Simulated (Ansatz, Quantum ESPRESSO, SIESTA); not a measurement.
**MoS2: programs and potentials compared**

```
S Mo
1.0
     3.17100    0.00000    0.00000
    -1.58550    2.74617    0.00000
     0.00000    0.00000   24.17250
S Mo
4 2
Direct
  0.00000 0.00000 0.31027
  0.33333 0.66667 0.43676
  0.66667 0.33333 0.56324
  0.00000 0.00000 0.68973
  0.66667 0.33333 0.37351
  0.33333 0.66667 0.62649
```

Alike in all runs: functional PBE; k mesh 10 × 10 × 1; occupations fermi-dirac, width 0.05 eV; no spin polarisation; no spin-orbit coupling.

```csv
program and potentials,plane-wave cutoff (eV),notes,largest force (eV/Å)
"Ansatz, Ansatz PAW",420,-,1.107
"Quantum ESPRESSO, PseudoDojo 0.4.1 SR PBE standard",1088,-,1.114
"SIESTA, files PseudoDojo sr-pbe-0.4.1-standard, DZP (energy shift 0.003 Ry; two zetas on semicore shells)",-,atomic basis,1.445
```

Force on atom 1 (S), eV/Å:

```json
{"program and potentials": "Ansatz, Ansatz PAW", "x": "0.000", "y": "0.000", "z": "-1.107"}
{"program and potentials": "Quantum ESPRESSO, PseudoDojo 0.4.1 SR PBE standard", "x": "0.000", "y": "0.000", "z": "-1.114"}
{"program and potentials": "SIESTA, files PseudoDojo sr-pbe-0.4.1-standard, DZP (energy shift 0.003 Ry; two zetas on semicore shells)", "x": "0.000", "y": "0.000", "z": "-1.445"}
```

The atoms of the given cell lie far from their minimum at this level. Rows in atomic bases carry the error of their basis and grid, which can be large.

The functional is the same throughout but for its coding, so the spread measures potentials, basis and numerics; runs on potential files found faulty are left out.
